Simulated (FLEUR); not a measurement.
# GaN (F-43m) in FLEUR: a series of runs

Runs on GaN. Level: LDA. Tasks: equation of state.

All numbers are computed with FLEUR MaX-R8.1 (later development tree); they aren't measurements. Logs are shortened: lines on timing, memory, paths and dates and some standing lists are left out, and cuts for length are marked.

### 1 Starting point

It takes space group F-43m (No. 216, cubic). Conventional cell: a = 4.507 Å, b = 4.507 Å, c = 4.507 Å, α = 90.00°, β = 90.00°, γ = 90.00°. Ga (site symmetry -43m) has 4 N at 1.95 Å as nearest neighbours. N (site symmetry -43m) has 4 Ga at 1.95 Å as nearest neighbours.

The cell is a database's computed one.

### 2 Equation of state, LDA, 10.76 Å³/atom (volume scaled by 0.94)

inp.xml reads:

```xml
<?xml version="1.0" encoding="UTF-8" standalone="no"?>
<fleurInput fleurInputVersion="0.39">
   <comment>
      GaN                                                                                                 
   </comment>
   <calculationSetup>
      <cutoffs Kmax="5.21" Gmax="16.2" GmaxXC="16.2" numbands="0"/>
      <scfLoop itmax="60" minDistance="0.00001" maxIterBroyd="15" imix="Anderson" alpha="0.05" precondParam="0.0" spinf="2.0" sdNocoIR="T"/>
      <coreElectrons ctail="T" frcor="F" kcrel="0" coretail_lmax="0"/>
      <xcFunctional name="vwn" relativisticCorrections="F"/>
      <magnetism jspins="1"/>
      <soc l_soc="F" theta="0.0" phi="0.0" spav="F"/>
      <expertModes spex="0" secvar="F"/>
      <geometryOptimization l_f="F" forcealpha="1.0" forcemix="BFGS" epsdisp="0.00001" epsforce="0.00001"/>
      <ldaU l_linMix="F" mixParam="0.05" spinf="1.0"/>
   </calculationSetup>
   <cell>
      <bzIntegration valenceElectrons="26.0" mode="hist" fermiSmearingEnergy="0.00183747">
         <kPointListSelection listName="default-1"/>
         <!-- k-points included here -->
         <xi:include xmlns:xi="http://www.w3.org/2001/XInclude" href="kpts.xml"> </xi:include>
      </bzIntegration>
      <!-- symmetry operations included here -->
      <xi:include xmlns:xi="http://www.w3.org/2001/XInclude" href="sym.xml"> </xi:include>
      <bulkLattice scale="0.9795861087">
         <bravaisMatrix>
            <row-1>    0.0000000000000000     4.2584989697947204     4.2584989697947204</row-1>
            <row-2>    4.2584989697947204     0.0000000000000000     4.2584989697947204</row-2>
            <row-3>    4.2584989697947204     4.2584989697947204     0.0000000000000000</row-3>
         </bravaisMatrix>
      </bulkLattice>
   </cell>
   <atomSpecies>
      <species name="Gallium (Ga)" element="Ga" atomicNumber="31">
         <mtSphere radius="1.88" gridPoints="641" logIncrement="0.019"/>
         <atomicCutoffs lmax="8" lnonsphr="8"/>
         <electronConfig flipSpins="F">
            <coreConfig>(1s1/2) (2s1/2) (2p1/2) (2p3/2)</coreConfig>
            <valenceConfig>(3s1/2) (3p1/2) (3p3/2) (4s1/2) (3d3/2) (3d5/2) (4p1/2) (4p3/2)</valenceConfig>
            <stateOccupation state="(4p1/2)" spinUp="0.166667" spinDown="0.166667"/>
            <stateOccupation state="(4p3/2)" spinUp="0.333333" spinDown="0.333333"/>
         </electronConfig>
         <energyParameters s="4" p="4" d="3" f="4"/>
         <lo type="SCLO" l="0" n="3" eDeriv="0"/>
         <lo type="SCLO" l="1" n="3" eDeriv="0"/>
         <lo type="SCLO" l="1" n="3" eDeriv="1"/>
         <lo type="HELO" l="2" n="4" eDeriv="0"/>
         <lo type="HELO" l="2" n="4" eDeriv="1"/>
         <lo type="SCLO" l="3" n="4" eDeriv="2"/>
      </species>
      <species name="Nitrogen (N)" element="N" atomicNumber="7">
         <mtSphere radius="1.44" gridPoints="489" logIncrement="0.021"/>
         <atomicCutoffs lmax="8" lnonsphr="8"/>
         <electronConfig flipSpins="F">
            <coreConfig>(1s1/2)</coreConfig>
            <valenceConfig>(2s1/2) (2p1/2) (2p3/2)</valenceConfig>
            <stateOccupation state="(2p1/2)" spinUp="0.500000" spinDown="0.500000"/>
            <stateOccupation state="(2p3/2)" spinUp="1.000000" spinDown="1.000000"/>
         </electronConfig>
         <energyParameters s="2" p="2" d="3" f="4"/>
         <lo type="SCLO" l="0" n="2" eDeriv="2"/>
         <lo type="SCLO" l="1" n="2" eDeriv="2"/>
         <lo type="SCLO" l="2" n="3" eDeriv="2"/>
      </species>
   </atomSpecies>
   <atomGroups>
      <atomGroup species="Gallium (Ga)">
         <relPos label="                   1">.0000000000 .0000000000 .0000000000</relPos>
         <force calculate="T" relaxXYZ="TTT"/>
      </atomGroup>
      <atomGroup species="Nitrogen (N)">
         <relPos label="                   2">1.000/4.000 1.000/4.000 1.000/4.000</relPos>
         <force calculate="T" relaxXYZ="TTT"/>
      </atomGroup>
   </atomGroups>
   <output dos="F" band="F" slice="F">
      <checks vchk="F" cdinf="F"/>
      <bandDOS minEnergy="-.5*Htr" maxEnergy="0.5*Htr" sigma="0.015" storeEVData="T"/>
      <vacuumDOS vacdos="F" integ="F" star="F" nstars="0" locx1="0.0" locy1="0.0" locx2="0.0" locy2="0.0" nstm="0" tworkf="0.0"/>
      <unfoldingBand unfoldBand="F" supercellX="1" supercellY="1" supercellZ="1"/>
      <plotting iplot="0" polar="F">
         <plot TwoD="T" vec1="  1.0  0.0  0.0" vec2="  0.0  1.0  0.0" vec3="  0.0  0.0  1.0" zero="  0.0  0.0  0.0" file="plot"/>
      </plotting>
      <chargeDensitySlicing numkpt="0" minEigenval="0.0" maxEigenval="0.0" nnne="0" pallst="F"/>
      <specialOutput eonly="F"/>
      <moessbauerParams electricFieldGradient="T" isomerShift="T" coreHyperfine="T" valenceHyperfine="T"/>
      <magneticCircularDichroism mcd="F" energyLo="-10.0" energyUp="0.0"/>
   </output>
  <!-- We include the file relax.xml here to enable relaxations (see documentation) -->
  <xi:include xmlns:xi="http://www.w3.org/2001/XInclude" href="relax.xml"> <xi:fallback/> </xi:include>
</fleurInput>
```

Potentials or basis: all-electron, FLAPW.

Started as:

```sh
inpgen -f crystal.txt -profile fastHighL
# inp.xml edited to the form shown
fleur_MPI
```

Output:

```text
Welcome to FLEUR        (www.flapw.de)
      MaX-Release 8.1          (www.max-centre.eu)

 ========== k-point set info ==========
 Selected k-point list: default-1
 k-point list type: mesh
 10 x 10 x 10
 Number of k points: 47

 ------------Calculation Setup---------------------------
 Number of MPI-tasks      :            1
 Number of PE/node        :            1
 Number of OMP-threads    :            1
 Most efficient MPI parallelization for:
           1          47
 Additional eigenvalue parallelization possible
 Number of basis functions:          443
 Approximate size of matrices (H+S) per k-point:         0.006 GB
 --------------------------------------------------------
 Iteration:     1   Distance:      26.51412138 me/bohr^3
 Iteration:     2   Distance:      22.79038864 me/bohr^3
 Iteration:     3   Distance:       8.53039651 me/bohr^3
 Iteration:     4   Distance:       4.72521330 me/bohr^3
 Iteration:     5   Distance:       3.31606661 me/bohr^3
 Iteration:     6   Distance:       0.35622853 me/bohr^3
 Iteration:     7   Distance:       0.29250742 me/bohr^3
 Iteration:     8   Distance:       0.02336192 me/bohr^3
 Iteration:     9   Distance:       0.00990766 me/bohr^3
 Iteration:    10   Distance:       0.00139151 me/bohr^3
 Iteration:    11   Distance:       0.00112242 me/bohr^3
 Iteration:    12   Distance:       0.00015060 me/bohr^3
 Iteration:    13   Distance:       0.00001494 me/bohr^3
 Iteration:    14   Distance:       0.00000569 me/bohr^3

 ********************************************************************
 Run finished successfully
 Stop message:
   all done
 ********************************************************************
```

out.xml (last iteration):

```text
<iteration numberForCurrentRun="   14" overallNumber="   14">
         <energyParameters units="Htr">
            <atomicEP atomType="1" spin="1" branch="4s" branchLowest="-4.88" branchHighest="2.30" value="-0.0765039355"/>
            <atomicEP atomType="1" spin="1" branch="4p" branchLowest="-3.08" branchHighest="3.10" value="0.0819515887"/>
            <atomicEP atomType="1" spin="1" branch="3d" branchLowest="-9.99" branchHighest="-0.08" value="-0.1943506517"/>
            <atomicEP atomType="1" spin="1" branch="4f" branchLowest="-9.99" branchHighest="4.82" value="0.4124862474"/>
            <loAtomicEP atomType="1" spin="1" branch="3s" branchLowest="-45.76" branchHighest="-4.88" value="-4.8923755764"/>
            <loAtomicEP atomType="1" spin="1" branch="3p" branchLowest="-39.81" branchHighest="-3.08" value="-3.1020841178"/>
            <loAtomicEP atomType="1" spin="1" branch="3p" branchLowest="-39.81" branchHighest="-3.08" value="-3.1020841178"/>
            <heloAtomicEP atomType="1" spin="1" branch="4d" branchLowest="3.11" branchHighest="3.11" value="3.1144176624"/>
            <heloAtomicEP atomType="1" spin="1" branch="4d" branchLowest="3.11" branchHighest="3.11" value="3.1144176624"/>
            <loAtomicEP atomType="1" spin="1" branch="4f" branchLowest="-9.99" branchHighest="4.82" value="0.4124884723"/>
            <atomicEP atomType="2" spin="1" branch="2s" branchLowest="-13.36" branchHighest="1.42" value="-0.3072383490"/>
            <atomicEP atomType="2" spin="1" branch="2p" branchLowest="-9.99" branchHighest="1.52" value="-0.0088160559"/>
            <atomicEP atomType="2" spin="1" branch="3d" branchLowest="-9.99" branchHighest="5.89" value="0.2279365184"/>
            <atomicEP atomType="2" spin="1" branch="4f" branchLowest="-9.99" branchHighest="10.10" value="0.3880295730"/>
            <loAtomicEP atomType="2" spin="1" branch="2s" branchLowest="-13.36" branchHighest="1.42" value="-0.3072383490"/>
            <loAtomicEP atomType="2" spin="1" branch="2p" branchLowest="-9.99" branchHighest="1.52" value="-0.0088707945"/>
            <loAtomicEP atomType="2" spin="1" branch="3d" branchLowest="-9.99" branchHighest="5.89" value="0.2279376376"/>
         </energyParameters>
         <eigenvalues>
            <eigenvaluesAt spin="1" ikpt="1" k_x="0.00000000" k_y="0.00000000" k_z="0.00000000">
                      -4.8923426279       -3.1002170051       -3.1002170051       -3.1002170051       -0.3052445905
                      -0.2064925535       -0.2064925535       -0.2064925535       -0.1924758764       -0.1924758764
                       0.2960023533        0.2960023533        0.2960023533        0.3746857485        0.6819627298
                       0.6819627298        0.6819627298        0.9632131782        0.9978240694        0.9978240694
                       0.9978240694
            </eigenvaluesAt>
            <eigenvaluesAt spin="1" ikpt="2" k_x="0.00000000" k_y="0.00000000" k_z="0.10000000">
                      -4.8923422739       -3.1002250612       -3.1002189220       -3.1002189220       -0.3006460569
                      -0.2059071070       -0.2059071070       -0.2051555653       -0.1925365550       -0.1925365550
                       0.2565445303        0.2916961752        0.2916961752        0.4039007466        0.6635745856
                       0.6884536367        0.6884536367        0.9486081200        0.9486081200        0.9508122064
                       1.0208812893
            </eigenvaluesAt>
            <eigenvaluesAt spin="1" ikpt="3" k_x="0.00000000" k_y="0.00000000" k_z="0.20000000">
                      -4.8923411248       -3.1002438545       -3.1002221470       -3.1002221470       -0.2889421730
                      -0.2045355819       -0.2045355819       -0.1991727626       -0.1924900186       -0.1924900186
                       0.1868343135        0.2811396966        0.2811396966        0.4430037891        0.6347671444
                       0.6986436503        0.6986436503        0.9093325907        0.9200813232        0.9200813232
                       1.1107436413
            </eigenvaluesAt>
            <eigenvaluesAt spin="1" ikpt="4" k_x="0.00000000" k_y="0.00000000" k_z="0.30000000">
                      -4.8923397695       -3.1002683883       -3.1002264359       -3.1002264359       -0.2763428395
                      -0.2033188686       -0.2033188686       -0.1919043421       -0.1919043421       -0.1835173094
                       0.1127104405        0.2692262865        0.2692262865        0.4678418959        0.6211306579
                       0.6968724069        0.6968724069        0.8841520567        0.9402135924        0.9402135924
                       1.1909921259
            </eigenvaluesAt>
         </eigenvalues>
         <bandgap value="2.1410842591" units="eV"/>
         <sumValenceSingleParticleEnergies value="-29.7615499400" units="Htr"/>
         <FermiEnergy value="0.2960023533" units="Htr"/>
         <valenceDensity>
            <mtCharges spin="1">
               <mtCharge atomType="1" total="18.6354802" s="2.4422984" p="6.4185691" d="9.7539683" f="0.0166728"/>
               <mtCharge atomType="2" total="3.4625398" s="1.1119276" p="2.3396189" d="0.0093163" f="0.0013052"/>
            </mtCharges>
            <spinDependentCharge spin="1" total="26.0000000" interstitial="3.9019801" mtSpheres="22.0980199"/>
            <totalCharge value="26.0000000000"/>
         </valenceDensity>
         <coreStates atomType="     1" atomicNumber=" 31" spin="1" kinEnergy="   1691.4112595735" eigValSum="  -1079.6674211253" lostElectrons=" 0.000000">
            <state n="1" l="0" j="0.5" energy="-374.6083696623" weight="1.0000000000"/>
            <state n="2" l="0" j="0.5" energy="-45.7617357562" weight="1.0000000000"/>
            <state n="2" l="1" j="0.5" energy="-40.4972999383" weight="1.0000000000"/>
            <state n="2" l="1" j="1.5" energy="-39.4831526029" weight="2.0000000000"/>
         </coreStates>
         <coreStates atomType="     2" atomicNumber="  7" spin="1" kinEnergy="     43.5645620283" eigValSum="    -26.7260623507" lostElectrons=" 0.000009">
            <state n="1" l="0" j="0.5" energy="-13.3630311753" weight="1.0000000000"/>
         </coreStates>
         <allElectronCharges>
            <spinDependentCharge spin="1" total="38.0000000" interstitial="3.9019889" mtSpheres="34.0980111"/>
            <totalCharge value="37.9999999991"/>
         </allElectronCharges>
         <moessbauerParams unitsHFF="kG" unitsIS="e/bohr^3" unitsEFG="Htr/bohr^2">
            <coreIsomerShift atomType="1" isTotal="27861.10358">
               <shell n="1" l="0" isomerShift="25320.72129"/>
               <shell n="2" l="0" isomerShift="2519.74808"/>
               <shell n="2" l="1" isomerShift="20.63421"/>
            </coreIsomerShift>
            <coreIsomerShift atomType="2" isTotal="197.59870">
               <shell n="1" l="0" isomerShift="197.59870"/>
            </coreIsomerShift>
            <isomerShift atomType="1" nucleusRadius="0.0000972" averageDensity="28258.52388"/>
            <isomerShift atomType="2" nucleusRadius="0.0000569" averageDensity="206.30536"/>
            <electricFieldGradient atomType="1" VXX="0.00000" VYY="0.00000" VZZ="0.00000" asymParam="0.00000">
            </electricFieldGradient>
            <electricFieldGradient atomType="2" VXX="0.00000" VYY="0.00000" VZZ="0.00000" asymParam="0.00000">
            </electricFieldGradient>
         </moessbauerParams>
         <totalEnergy                                    value="    -1995.7737218617" units="Htr">
            <sumOfEigenvalues                            value="    -1136.1550334159">
               <coreElectrons value="-1106.3934834760"/>
               <valenceElectrons value="-29.7615499400"/>
            </sumOfEigenvalues>
            <densityCoulombPotentialIntegral value="-3063.8627103119"/>
            <densityEffectivePotentialIntegral value="-3169.0485049101"/>
            <chargeDenXCDenIntegral value="-79.4613064062"/>
            <FockExchangeEnergyValence value="0.0000000000"/>
            <FockExchangeEnergyCore value="0.0000000000"/>
            <atomTypeDependentContributions atomType="1">
               <electronNucleiInteractionDifferentMTs value="2330.4240118308"/>
               <MadelungTerm value="-20.9023399459"/>
            </atomTypeDependentContributions>
            <atomTypeDependentContributions atomType="2">
               <electronNucleiInteractionDifferentMTs value="61.7215163226"/>
               <MadelungTerm value="-4.2266636944"/>
            </atomTypeDependentContributions>
            <tkbTimesEntropy value="0.0000000000"/>
            <freeEnergy value="-1995.7737218617"/>
            <extrapolationTo0K value="-1995.7737218617"/>
         </totalEnergy>
         <densityConvergence units="me/bohr^3">
            <chargeDensity spin="1" distance="0.0000056941"/>
         </densityConvergence>
      </iteration>
```

Run time: 1.9 min. Hardware: 1 thread of Intel Xeon at 2.50GHz (Skylake/Cascade Lake), shared host; peak memory 0.06 GiB.

Results:

```
Free energy                                           : -54307.7696 eV
Band gap on the k mesh                                : 2.14 eV, direct
Valence electrons inside the program's atomic spheres : Ga 18.64; N 3.46 (radii Ga 1.88, N 1.44 bohr)
```

### 3 Equation of state, LDA, 10.99 Å³/atom (volume scaled by 0.96)

Edit inp.xml of step 2 so:

```diff
@@ -24,3 +24,3 @@
       <xi:include xmlns:xi="http://www.w3.org/2001/XInclude" href="sym.xml"> </xi:include>
-      <bulkLattice scale="0.9795861087">
+      <bulkLattice scale="0.9864848297">
          <bravaisMatrix>
```

Potentials or basis: all-electron, FLAPW.

Started as:

```sh
inpgen -f crystal.txt -profile fastHighL
# inp.xml edited to the form shown
fleur_MPI
```

It took 1.9 min on 1 thread of Intel Xeon at 2.50GHz (Skylake/Cascade Lake), shared host; peak memory 0.06 GiB.

It converged, with:

```
Free energy                                           : -54307.7798 eV
Band gap on the k mesh                                : 2.00 eV, direct
Valence electrons inside the program's atomic spheres : Ga 18.62; N 3.45 (radii Ga 1.88, N 1.44 bohr)
```

### 4 Equation of state, LDA, 11.44 Å³/atom

Edit inp.xml of step 3 so:

```diff
@@ -24,3 +24,3 @@
       <xi:include xmlns:xi="http://www.w3.org/2001/XInclude" href="sym.xml"> </xi:include>
-      <bulkLattice scale="0.9864848297">
+      <bulkLattice scale="1.0000000000">
          <bravaisMatrix>
```

Started as:

```sh
inpgen -f crystal.txt -profile fastHighL
# inp.xml edited to the form shown
fleur_MPI
```

Run time: 2.1 min. Hardware: 1 thread of Intel Xeon at 2.50GHz (Skylake/Cascade Lake), shared host; peak memory 0.07 GiB.

The run converged. Its results:

```
Free energy                                           : -54307.7643 eV
Band gap on the k mesh                                : 1.74 eV, direct
Valence electrons inside the program's atomic spheres : Ga 18.59; N 3.42 (radii Ga 1.88, N 1.44 bohr)
```

### 5 Equation of state, LDA, 11.90 Å³/atom (volume scaled by 1.04)

Edit inp.xml of step 4 so:

```diff
@@ -24,3 +24,3 @@
       <xi:include xmlns:xi="http://www.w3.org/2001/XInclude" href="sym.xml"> </xi:include>
-      <bulkLattice scale="1.0000000000">
+      <bulkLattice scale="1.0131594038">
          <bravaisMatrix>
```

Started as:

```sh
inpgen -f crystal.txt -profile fastHighL
# inp.xml edited to the form shown
fleur_MPI
```

It took 2.1 min on 1 thread of Intel Xeon at 2.50GHz (Skylake/Cascade Lake), shared host; peak memory 0.07 GiB.

It converged, with:

* Free energy: -54307.7090 eV
* Band gap on the k mesh: 1.48 eV, direct
* Valence electrons inside the program's atomic spheres: Ga 18.56; N 3.39 (radii Ga 1.88, N 1.44 bohr)

### 6 Equation of state, LDA, 12.13 Å³/atom (volume scaled by 1.06)

Edit inp.xml of step 5 so:

```diff
@@ -24,3 +24,3 @@
       <xi:include xmlns:xi="http://www.w3.org/2001/XInclude" href="sym.xml"> </xi:include>
-      <bulkLattice scale="1.0131594038">
+      <bulkLattice scale="1.0196128224">
          <bravaisMatrix>
```

Potentials or basis: all-electron, FLAPW.

Started as:

```sh
inpgen -f crystal.txt -profile fastHighL
# inp.xml edited to the form shown
fleur_MPI
```

Wall time 2.2 min (1 thread of Intel Xeon at 2.50GHz (Skylake/Cascade Lake), shared host); peak memory 0.07 GiB.

The run converged. Its results:

```yaml
Free_energy: -54307.6689 eV
Band_gap_on_the_k_mesh: 1.36 eV, direct
Valence_electrons_inside_the_program's_atomic_spheres: Ga 18.55; N 3.38 (radii Ga 1.88, N 1.44 bohr)
```

### 7 Equation of state, LDA

This step only gathers the single runs of the series.

Results:

- Equilibrium volume: 11.06 Å³/atom
- Bulk modulus: 202 GPa
- Pressure derivative of the bulk modulus: 4.3 (rough: it moves with the points fitted)

Energy against volume, from the lowest point:
```csv
volume (Å³/atom),energy (meV/atom)
10.757,5.09
10.986,0.00
11.444,7.73
11.902,35.41
12.131,55.45
```
